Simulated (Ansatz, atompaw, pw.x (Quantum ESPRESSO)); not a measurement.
**C (bcc): variants of one PAW (atompaw) potential in the solid**

- Element: C
- Generator: atompaw 4.2.0.5
- Type: PAW
- Functional: PBE
- Relativity: scalar-relativistic
- Frozen core: [He]
- Valence charge: 4
- Reference configuration: 2s2 2p2
- Partial waves: 2s (bound): rc 1.40 bohr; 2s channel at 2.95 Ry: rc 2.60 bohr; 2p (bound): rc 2.50 bohr; 2p channel at 0.05 Ry: rc 2.60 bohr; 3d channel at 0.05 Ry: rc 2.60 bohr; 3d channel at 1.7 Ry: rc 2.60 bohr
- Local potential: vpsmatchnc scheme with l = 3 at 0 Ry, radius 2.30 bohr
- Core correction: smooth core density matched at 2.35 bohr
- Augmentation charge: sinc compensation charge, radius 2.50 bohr; PAW radius 2.60 bohr; waves and projectors: custom polynom gramschmidtortho

Crystal test: bcc C in pw.x 7.5, no spin, 18³ k-points, Fermi–Dirac smearing 0.01 Ry, cutoffs set for each file from its atomic test. The reference is all-electron LAPW (Ansatz 0.2.0) with the same functional, mesh and smearing; V0 and B0 come from Birch–Murnaghan fits to the pressures at five volumes. Errors are pseudo minus all-electron; Δ is the rms difference of the E(V) curves that follow from these fits, minima aligned, over ±6 % about the mean V0. Mesh and smearing are coarse, so the numbers serve the comparison and aren't converged zero-temperature values; the lattice is a test structure that the element need not adopt.

All-electron: a0 = 2.375 Å (V0 = 6.70 Å³/atom), B0 = 182.8 GPa.

Base: The largest radius (2.60 bohr) exceeds half the bond length (1.93 bohr), so the spheres overlap, which is one possible source of error among others. This is a poor potential for the solid.

1 further variants are left out: they gave no file fit for a test, a broken result, the same result as the base, or pressures whose basis-set error rivals the error shown.

A dash in a converged row means that the minimum lies outside the volumes sampled.

| change | cutoffs (Ry) | pw.x | a0 (Å) | a0 error (%) | B0 error (%) | Δ (meV/atom) | mean pressure error (GPa) |
| --- | --- | --- | --- | --- | --- | --- | --- |
| base | 40/400 | converged | 2.354 | -0.87 | +14.0 | 7.3 | -5.00 |
| wave 2s (bound): rc 1.40 bohr becomes 2s (bound): rc 1.32 bohr | 40/400 | converged | 2.351 | -0.98 | +15.0 | 8.3 | -5.70 |
| wave 3d channel at 1.7 Ry: rc 2.60 bohr becomes 3d channel at 1.7 Ry: rc 1.48 bohr | 40/400 | converged | 2.355 | -0.84 | +14.0 | 7.0 | -4.81 |
| all radii scaled by about 1.19 (s 1.66, p 2.98, d 3.10 bohr); local potential vpsmatchnc scheme with l = 3 at 0 Ry, radius 2.74 bohr; augmentation sinc compensation charge, radius 2.98 bohr; PAW radius 3.10 bohr; waves and projectors: custom polynom gramschmidtortho; core correction smooth core density matched at 2.80 bohr | 40/400 | converged | – | – | – | – | +9.99 |
| wave 2p channel at 0.05 Ry: rc 2.60 bohr becomes 2p channel at 0.85 Ry: rc 2.60 bohr | 40/400 | converged | 2.351 | -1.02 | +13.1 | 8.5 | -5.91 |
